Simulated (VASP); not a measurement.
# ZrB2 (P6/mmm) in VASP: notebook, part 2 of 3

VASP 6.6.1. The steps go on from the part before.

## (9) Single point, PBEsol (atoms moved at random, drawn with an rms of 0.05 Å)

File INCAR:

```
ALGO     = Normal         # electronic algorithm
EDIFF    = 1E-7           # SCF threshold, eV
ENCUT    = 520            # plane-wave cutoff, eV
GGA      = PS             # functional
ISIF     = 2              # what is computed and relaxed
ISMEAR   = -1             # smearing method
LASPH    = True           # aspherical terms in the spheres
LCHARG   = True           # write CHGCAR
LELF     = True           # ELF
LREAL    = False          # projectors in reciprocal space
LVHAR    = True         
LWAVE    = False          # write WAVECAR
NBANDS   = 16             # bands
NELM     = 80             # most SCF steps
PREC     = Accurate       # precision mode
SIGMA    = 0.05           # smearing width, eV
```

File KPOINTS:

```
k-points
0
Gamma
  10 10 8
```

File POSCAR:

```
ZrB2
1.0
    3.1700000000      0.0000000000      0.0000000000
   -1.5850000000      2.7453005300      0.0000000000
    0.0000000000      0.0000000000      3.5330000000
Zr B
1 2
Direct
    0.0005520000      0.0210970000     -0.0087420000
    0.6546680000      0.3300410000      0.4957830000
    0.3421360000      0.6650570000      0.5141110000
```

Potentials or basis: VASP PAW PBE potentials, release 64 (Zr_sv, B).

On the command line:

```
cat potpaw_PBE.64/Zr_sv/POTCAR potpaw_PBE.64/B/POTCAR > POTCAR
mpirun -np 1 vasp_std > vasp.out
```

OUTCAR:

```text
EDIFF = 1E-7
   ENCUT = 520
   GGA = PS
   ISIF = 2
   ISMEAR = -1
   LASPH = True
   LREAL = False
   NELM = 80
   PREC = Accurate

 ion  position               nearest neighbor table
   1  0.001  0.021  0.991-   3 2.44   3 2.47   2 2.51   2 2.51   2 2.53   2 2.53   3 2.55   3 2.56
                             2 2.58   3 2.59   2 2.60   3 2.66
   2  0.655  0.330  0.496-   3 1.78   3 1.83   3 1.89   1 2.51   1 2.51   1 2.53   1 2.53   1 2.58
                             1 2.60
   3  0.342  0.665  0.514-   2 1.78   2 1.83   2 1.89   1 2.44   1 2.47   1 2.55   1 2.56   1 2.59
                             1 2.66

  LATTYP: Found a hexagonal cell.
 ALAT       =     3.1700000000
 C/A-ratio  =     1.1145110410

  Lattice vectors:

 A1 = (   3.1700000000,   0.0000000000,   0.0000000000)
 A2 = (  -1.5850000000,   2.7453005300,   0.0000000000)
 A3 = (   0.0000000000,   0.0000000000,   3.5330000000)

Analysis of symmetry for initial positions (statically):
=====================================================================
 Subroutine PRICEL returns:
 Original cell was already a primitive cell.

 Routine SETGRP: Setting up the symmetry group for a
 hexagonal supercell.

 Subroutine GETGRP returns: Found  1 space group operations
 (whereof  1 operations were pure point group operations)
 out of a pool of 24 trial point group operations.

The static configuration has the point symmetry C_1 .

Analysis of symmetry for dynamics (positions and initial velocities):
=====================================================================
 Subroutine PRICEL returns:
 Original cell was already a primitive cell.

 Routine SETGRP: Setting up the symmetry group for a
 hexagonal supercell.

 Subroutine GETGRP returns: Found  1 space group operations
 (whereof  1 operations were pure point group operations)
 out of a pool of 24 trial point group operations.

The dynamic configuration has the point symmetry C_1 .

 Subroutine INISYM returns: Found  1 space group operations
 (whereof  1 operations are pure point group operations),
 and found     1 'primitive' translations

----------------------------------------------------------------------------------------

                                     Primitive cell

  volume of cell :      30.7463

  direct lattice vectors                    reciprocal lattice vectors
     3.170000000  0.000000000  0.000000000     0.315457413  0.182129422  0.000000000
    -1.585000000  2.745300530  0.000000000     0.000000000  0.364258845  0.000000000
     0.000000000  0.000000000  3.533000000     0.000000000  0.000000000  0.283045570

  length of vectors
     3.170000000  3.170000000  3.533000000     0.364258845  0.364258845  0.283045570

  position of ions in fractional coordinates (direct lattice)
     0.000552000  0.021097000  0.991258000
     0.654668000  0.330041000  0.495783000
     0.342136000  0.665057000  0.514111000

  ion indices of the primitive-cell ions
   primitive index   ion index
                 1           1
                 2           2
                 3           3

----------------------------------------------------------------------------------------

 KPOINTS: k-points

Automatic generation of k-mesh.
 Grid dimensions read from file:
 generate k-points for:   10   10    8

 Generating k-lattice:

  Cartesian coordinates                     Fractional coordinates (reciprocal lattice)
     0.031545741  0.018212942  0.000000000     0.100000000  0.000000000  0.000000000
     0.000000000  0.036425884  0.000000000     0.000000000  0.100000000  0.000000000
     0.000000000  0.000000000  0.035380696     0.000000000  0.000000000  0.125000000

  Length of vectors
     0.036425884  0.036425884  0.035380696

  Shift w.r.t. Gamma in fractional coordinates (k-lattice)
     0.000000000  0.000000000  0.000000000

 Subroutine IBZKPT returns following result:
 ===========================================

 Found    404 irreducible k-points:

 Following reciprocal coordinates:
            Coordinates               Weight
  0.000000  0.000000  0.000000      1.000000
  0.100000 -0.000000  0.000000      2.000000
  0.000000  0.100000  0.000000      2.000000
 -0.100000  0.100000  0.000000      2.000000
  0.200000 -0.000000  0.000000      2.000000
  0.000000  0.200000  0.000000      2.000000
[... 16 lines left out ...]
 -0.200000  0.300000  0.000000      2.000000
  0.100000  0.200000  0.000000      2.000000
 [... further k-points ...]
   k-points           NKPTS =    404   k-points in BZ     NKDIM =    404   number of bands    NBANDS=     16
   number of dos      NEDOS =    301   number of ions     NIONS =      3
   total plane-waves  NPLWV =  16128
   dimension x,y,z NGX =    24 NGY =   24 NGZ =   28
   dimension x,y,z NGXF=    48 NGYF=   48 NGZF=   56
   ions per type =               1   2
   NGX,Y,Z   is equivalent  to a cutoff of  12.59, 12.59, 13.18 a.u.
   NGXF,Y,Z  is equivalent  to a cutoff of  25.17, 25.17, 26.35 a.u.
 SYSTEM =  unknown system
   PREC   = accura    normal or accurate (medium, high low for compatibility)
   ISTART =      0    job   : 0-new  1-cont  2-samecut
   ICHARG =      2    charge: 1-file 2-atom 10-const
   ISPIN  =      1    spin polarized calculation?
   LNONCOLLINEAR =      F non collinear calculations
   LSORBIT =      F    spin-orbit coupling
   LASPH  =      T    aspherical Exc in radial PAW
   ENCUT  =  520.0 eV  38.22 Ry    6.18 a.u.   5.89  5.89  6.57*2*pi/ulx,y,z
   NELM   =     80;   NELMIN=  2; NELMDL= -5     # of ELM steps
   EDIFF  = 0.1E-06   stopping-criterion for ELM
   LREAL  =      F    real-space projection
   EDIFFG = 0.1E-05   stopping-criterion for IOM
   NSW    =      0    number of steps for IOM
   IBRION =     -1    ionic relax: 0-MD 1-quasi-New 2-CG
   NFREE  =      0    steps in history (QN), initial steepest desc. (CG)
   ISIF   =      2    stress and relaxation
   ISYM   =      2    0-nonsym 1-usesym 2-fastsym
   POTIM  = 0.5000    time-step for ionic-motion
   TEBEG  =    0.0;   TEEND  =   0.0 temperature during run
   PSTRESS=    0.0 pullay stress
   NELECT =      18.0000    total number of electrons
   NUPDOWN=      -1.0000    fix difference up-down
   EMIN   =  10.00;   EMAX   =-10.00  energy-range for DOS
   EFERMI =   0.00;   METHOD = LEGACY
   ISMEAR =    -1;   SIGMA  =   0.05  broadening in eV -4-tet -1-fermi 0-gaus
   EFERMI_NEDOS =   21; number of points for ismear=-14 and -15
   IALGO  =     38    algorithm
   IMIX   =      4    mixing-type and parameters
     AMIX     =   0.40;   BMIX     =  1.00
     AMIX_MAG =   1.60;   BMIX_MAG =  1.00
  volume/ion in A,a.u.               =      10.25        69.16
  Fermi-wavevector in a.u.,A,eV,Ry     =   1.369519  2.588016 25.518847  1.875582
  Thomas-Fermi vector in A             =   2.495387
   LORBIT       =      0    0 simple, 1 ext, 2 COOP (PROOUT), +10 PAW based schemes
   GGA     = PS    functional components
   LHFCALC =     F    Hartree Fock is set to
   AEXX    =    0.0000 exact exchange contribution
   IVDW    =     0    specifies the selected vdW correction
   LEPSILON=     F    determine dielectric tensor
   LRPA    =     F    only Hartree local field effects (RPA)
 non-spin polarized calculation
  energy-cutoff  :      520.00
  volume of cell :       30.75
 maximum number of plane-waves:       844
   NGX = 11   NGY = 11   NGZ = 13

 number of electron      18.0000000 magnetization

 Free energy of the ion-electron system (eV)
  ---------------------------------------------------
  ext. energy  EPLUGINS =         0.00000000
  ---------------------------------------------------
  free energy    TOTEN  =       -26.30960765 eV

  energy without entropy =      -26.30670686  energy(sigma->0) =      -26.30815725

 E-fermi :  10.3353     XC(G=0): -12.5349

 val. band max:       10.3292133163   @ k =   0.4000  -0.2000   0.1250
 cond. band min:      10.3428620775   @ k =   0.1000  -0.0000   0.3750
 fundamental gap:      0.0136487613
 Fermi energy:        10.3352518417

 k-point     1 :       0.0000    0.0000    0.0000
  band No.  band energies     occupation
      1     -38.0776      2.00000
      2     -16.3053      2.00000
      3     -15.7546      2.00000
      4     -15.7306      2.00000
      5      -2.2662      2.00000
      6       7.5537      2.00000
[... 433 lines left out ...]
      3     -16.2078      2.00000
      4     -15.8807      2.00000
      5      -0.9592      2.00000
      6       5.2906      2.00000
[... 8 lines left out ...]
     15      17.4571      0.00000
     16      19.0557      0.00000

 [... further k-points ...]

------------------------ aborting loop because EDIFF is reached ----------------------------------------

  FORCE on cell =-STRESS in cart. coord.  units (eV):
  Direction    XX          YY          ZZ          XY          YZ          ZX
  --------------------------------------------------------------------------------------
  -------------------------------------------------------------------------------------
  Total       -0.4848654     -0.5324346     -0.5621463      0.0858396     -0.1368922      0.0841197
  in kB      -25.2661449    -27.7449580    -29.2932205      4.4730698     -7.1334000      4.3834455
  external PRESSURE =     -27.4347745 kB  Pullay stress =       0.0000000 kB

 VOLUME and BASIS-vectors are now :
 -----------------------------------------------------------------------------
  energy-cutoff  :      520.00
  volume of cell :       30.75
      direct lattice vectors                 reciprocal lattice vectors
     3.170000000  0.000000000  0.000000000     0.315457413  0.182129422  0.000000000
    -1.585000000  2.745300530  0.000000000     0.000000000  0.364258845  0.000000000
     0.000000000  0.000000000  3.533000000     0.000000000  0.000000000  0.283045570

 POSITION                                       TOTAL-FORCE (eV/Angst)
 -----------------------------------------------------------------------------------
     -0.03169      0.05792      3.50211         0.375329     -0.835364      0.680289
      1.55218      0.90606      1.75160         0.539129      0.396397      0.046833
      0.03046      1.82578      1.81635        -0.914459      0.438967     -0.727122
 -----------------------------------------------------------------------------------
    total drift:                                0.000020     -0.000033     -0.000029

  FREE ENERGIE OF THE ION-ELECTRON SYSTEM (eV)
  ---------------------------------------------------
  free  energy   TOTEN  =       -26.3096076507 eV

  energy  without entropy=      -26.3067068564  energy(sigma->0) =      -26.30815725
```

It took 3 min on 1 thread of AMD EPYC 7R13 (Zen 3), shared host; peak memory 0.27 GiB.

What came out:

| Quantity | Value |
| --- | --- |
| Free energy | -26.3096 eV |
| Pressure | -2.7 GPa |
| Largest force | 1.248 eV/Å |
| Band gap on the k mesh | none (metal or under the smearing width) |

Forces on the atoms (eV/Å):
```
Zr   0.375 -0.835  0.680
B    0.539  0.396  0.047
B   -0.914  0.439 -0.727
```

Caveat: the PAW data sets were made with another functional, which shifts forces and pressure a little.

## (10) Equation of state, PBEsol

This step only gathers the single runs of the series.

Results:

```
Equilibrium volume                        : 10.10 Å³/atom
Bulk modulus at fixed shape and positions : 250 GPa
Pressure derivative of the bulk modulus   : 3.9
```

Energy against volume, from the lowest point:
```
volume (Å³/atom)  energy (meV/atom)
           9.634              17.64
           9.839               5.14
          10.044               0.00
          10.249               1.54
          10.454               9.11
          10.659              22.16
          10.864              40.16
```

Caveat: the cell was scaled at fixed shape and fractional positions, which overstates the stiffness of a crystal with free parameters, most of all of layers and chains; the PAW data sets were made with another functional, which shifts forces and pressure a little.

## (11) Single point, PBE

File INCAR:

```
SYSTEM = ZrB2
ALGO = Normal
EDIFF = 1E-7
ENCUT = 520
GGA = PE
ISIF = 2
ISMEAR = -1
LASPH = .True.
LCHARG = .True.
LELF = .True.
LREAL = .False.
LVHAR = .True.
LWAVE = .False.
NBANDS = 16
NELM = 80
PREC = Accurate
SIGMA = 0.05
```

File KPOINTS:

```
k-points
0
Gamma
  10 10 8
  0 0 0
```

File POSCAR:

```
ZrB2
1.0
    3.1700000000      0.0000000000      0.0000000000
   -1.5850000000      2.7453005300      0.0000000000
    0.0000000000      0.0000000000      3.5330000000
Zr B
1 2
Direct
    0.0000000000      0.0000000000      0.0000000000
    0.6666666667      0.3333333333      0.5000000000
    0.3333333333      0.6666666667      0.5000000000
```

Potentials or basis: VASP PAW PBE potentials, release 64 (Zr_sv, B).

On the command line:

```
cat potpaw_PBE.64/Zr_sv/POTCAR potpaw_PBE.64/B/POTCAR > POTCAR
mpirun -np 1 vasp_std > vasp.out
```

OUTCAR:

```text
SYSTEM = ZrB2
   EDIFF = 1E-7
   ENCUT = 520
   GGA = PE
   ISIF = 2
   ISMEAR = -1
   LASPH = .True.
   LREAL = .False.
   NELM = 80
   PREC = Accurate

 ion  position               nearest neighbor table
   1  0.000  0.000  0.000-   2 2.54   3 2.54   2 2.54   3 2.54   2 2.54   2 2.54   3 2.54   3 2.54
                             2 2.54   2 2.54   3 2.54   3 2.54
   2  0.667  0.333  0.500-   3 1.83   3 1.83   3 1.83   1 2.54   1 2.54   1 2.54   1 2.54   1 2.54
                             1 2.54
   3  0.333  0.667  0.500-   2 1.83   2 1.83   2 1.83   1 2.54   1 2.54   1 2.54   1 2.54   1 2.54
                             1 2.54

  LATTYP: Found a hexagonal cell.
[... 985 lines left out ...]
  --------------------------------------------------------------------------------------
  -------------------------------------------------------------------------------------
  Total        0.1047093      0.1047093      0.3299194      0.0000000      0.0000000     -0.0000000
  in kB        5.4563582      5.4563582     17.1919723      0.0000000      0.0000000     -0.0000000
  external PRESSURE =       9.3682296 kB  Pullay stress =       0.0000000 kB

 VOLUME and BASIS-vectors are now :
 -----------------------------------------------------------------------------
  energy-cutoff  :      520.00
  volume of cell :       30.75
      direct lattice vectors                 reciprocal lattice vectors
     3.170000000  0.000000000  0.000000000     0.315457413  0.182129422  0.000000000
    -1.585000000  2.745300530  0.000000000     0.000000000  0.364258845  0.000000000
     0.000000000  0.000000000  3.533000000     0.000000000  0.000000000  0.283045570

 POSITION                                       TOTAL-FORCE (eV/Angst)
 -----------------------------------------------------------------------------------
      0.00000      0.00000      0.00000        -0.000000      0.000000      0.000000
      1.58500      0.91510      1.76650         0.000000      0.000000      0.000000
     -0.00000      1.83020      1.76650        -0.000000      0.000000      0.000000
 -----------------------------------------------------------------------------------
    total drift:                               -0.000000      0.000000     -0.000000

  FREE ENERGIE OF THE ION-ELECTRON SYSTEM (eV)
  ---------------------------------------------------
  free  energy   TOTEN  =       -24.9758219883 eV

  energy  without entropy=      -24.9729876684  energy(sigma->0) =      -24.97440483
```

OSZICAR:

```text
N       E                     dE             d eps       ncg     rms          rms(c)
DAV:   1     0.102390623947E+03    0.10239E+03   -0.97368E+03  2248   0.112E+03
DAV:   2    -0.236617366665E+02   -0.12605E+03   -0.12110E+03  2888   0.290E+02
DAV:   3    -0.275901571373E+02   -0.39284E+01   -0.39098E+01  3504   0.443E+01
DAV:   4    -0.276520456569E+02   -0.61889E-01   -0.61880E-01  2632   0.494E+00
DAV:   5    -0.276533676657E+02   -0.13220E-02   -0.13220E-02  3424   0.514E-01    0.215E+01
DAV:   6    -0.250202564378E+02    0.26331E+01   -0.58570E+00  2896   0.161E+01    0.865E+00
DAV:   7    -0.249767937806E+02    0.43463E-01   -0.62142E-01  3072   0.493E+00    0.317E+00
DAV:   8    -0.249803082386E+02   -0.35145E-02   -0.98223E-02  2664   0.251E+00    0.402E-01
DAV:   9    -0.249761041817E+02    0.42041E-02   -0.20452E-02  2728   0.105E+00    0.211E-01
DAV:  10    -0.249758144348E+02    0.28975E-03   -0.16097E-03  2600   0.367E-01    0.363E-02
DAV:  11    -0.249758242345E+02   -0.97997E-05   -0.59187E-05  2976   0.734E-02    0.115E-02
DAV:  12    -0.249758219540E+02    0.22805E-05   -0.29063E-06  2792   0.139E-02    0.573E-03
DAV:  13    -0.249758219883E+02   -0.34344E-07   -0.31422E-07  2792   0.527E-03
   1 F= -.24975822E+02 E0= -.24974405E+02  d E =-.283432E-02
```

stdout:

```text
POSCAR found type information on POSCAR ZrB
 POSCAR found :  2 types and       3 ions
 scaLAPACK will be used
 LDA part: xc-table for (Slater+PW92), standard interpolation
 POSCAR, INCAR and KPOINTS ok, starting setup
 FFT: planning ... GRIDC
 FFT: planning ... GRID_SOFT
 FFT: planning ... GRID
 WAVECAR not read
 entering main loop
```

Wall time 15 s (1 thread of Intel Xeon Platinum 8488C (Sapphire Rapids), shared host); peak memory 0.16 GiB.

What came out:

```yaml
Free_energy: -24.9758 eV
Pressure: 0.9 GPa
Band_gap_on_the_k_mesh: none (metal or under the smearing width)
```

Stress tensor (GPa, compression positive):
```
0.55 0.00 0.00
0.00 0.55 0.00
0.00 0.00 1.72
```

[end of part 2 of 3]
